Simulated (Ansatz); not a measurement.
# TaN: shifting one sublattice

The task, for TaN: map the energy as every Ta atom is pushed off its site.

Program: Ansatz 0.2.0. Level of theory: DFT PBEsol, scalar-relativistic, plane waves, PAW. These are calculated values, not measurements.

**1. The structure to begin with**

The structure is hexagonal, space group P-6m2 (No. 187). Conventional cell: a = 2.938 Å, b = 2.938 Å, c = 2.883 Å, α = 90.00°, β = 90.00°, γ = 120.00°. Around Ta (site symmetry -6m2) lie 6 N at 2.23 Å. N (site symmetry -6m2) has 6 Ta at 2.23 Å in its first shell of neighbours.

Structure file:

```xyz
2
Lattice="2.9380 0.0000 0.0000 -1.4690 2.5444 0.0000 0.0000 0.0000 2.8830" Properties=species:S:1:pos:R:3 pbc="T T T"
Ta    0.0000    1.6963    1.4415
N     0.0000    0.0000    0.0000
```

The cell is taken as given, not relaxed at this level.

**2. The reference cell**

Reference values: F = -10187.6398 eV; pressure -4.87 GPa; largest force 0.000 eV/Å; gap on the mesh none (metal). It was computed beforehand with the settings of the runs below.

**3. The scan: shifting one sublattice**

Every Ta atom is moved by x along the Cartesian unit vector (0.577, 0.577, 0.577); the cell and all other atoms stay fixed. Forces below are components along that vector, summed over the moved atoms.

**4. Point x = -0.300 Å**

Input file input.yaml:

```yaml
crystal:
  lattice:
    - [2.9379988584, 0.0, 0.0]
    - [-1.4689994292, 2.5443816477, 0.0]
    - [0.0, 0.0, 2.883]
  atoms:
    - { symbol: Ta, position: [0.2403431404, 0.5985931208, 0.4399219283] }
    - { symbol: "N", position: [0.0, 0.0, 0.0] }
basis:
  ecutwfc: 420
kpoints:
  mp_grid: { grid: [18, 18, 16] }
hamiltonian:
  xc: pbesol
scf:
  occupations: { method: gaussian, width: 0.15 }
output:
  forces: true
  stress: true
  eigenvalues: true
  write_density: true
  write_potential: true
  elf: true
  volumetric_format: npy
```

Run with:

```
$ ansatz run input.yaml --threads 1 --pin off --max-ram 2560MiB --backend cpu --events-out ev --progress --plain --runs-dir out
```

**5. x = 0.225 Å**

input.yaml, as its differences from that of step 4:

```diff
@@ -6,3 +6,3 @@
   atoms:
-    - { symbol: Ta, position: [0.2403431404, 0.5985931208, 0.4399219283] }
+    - { symbol: Ta, position: [0.4030759781, 0.7177218261, 0.5450585538] }
     - { symbol: "N", position: [0.0, 0.0, 0.0] }
@@ -20,5 +20 @@
   eigenvalues: true
-  write_density: true
-  write_potential: true
-  elf: true
-  volumetric_format: npy
```

**6. At x = -0.150 Å**

input.yaml, as its differences from that of step 5:

```diff
@@ -6,3 +6,3 @@
   atoms:
-    - { symbol: Ta, position: [0.4030759781, 0.7177218261, 0.5450585538] }
+    - { symbol: Ta, position: [0.2868382369, 0.6326298937, 0.4699609641] }
     - { symbol: "N", position: [0.0, 0.0, 0.0] }
```

**7. Point x = 0.075 Å**

input.yaml, as its differences from that of step 6:

```diff
@@ -6,3 +6,3 @@
   atoms:
-    - { symbol: Ta, position: [0.2868382369, 0.6326298937, 0.4699609641] }
+    - { symbol: Ta, position: [0.3565808816, 0.6836850531, 0.5150195179] }
     - { symbol: "N", position: [0.0, 0.0, 0.0] }
```

(Steps that only read results are left out.)

Before running it: what results should come out?

The runs gave:

| quantity | value |
| --- | --- |
| force constant along x, from the points at -0.150, 0 and 0.075 Å | 13.38 eV/Å² |

In words: Near the site the force constant is 13.38 eV/Å². The step of 0.15 Å is wide, so anharmonic terms mix in. The undisturbed cell stays the lowest of the sampled points. Spin-orbit coupling is left out for Ta.
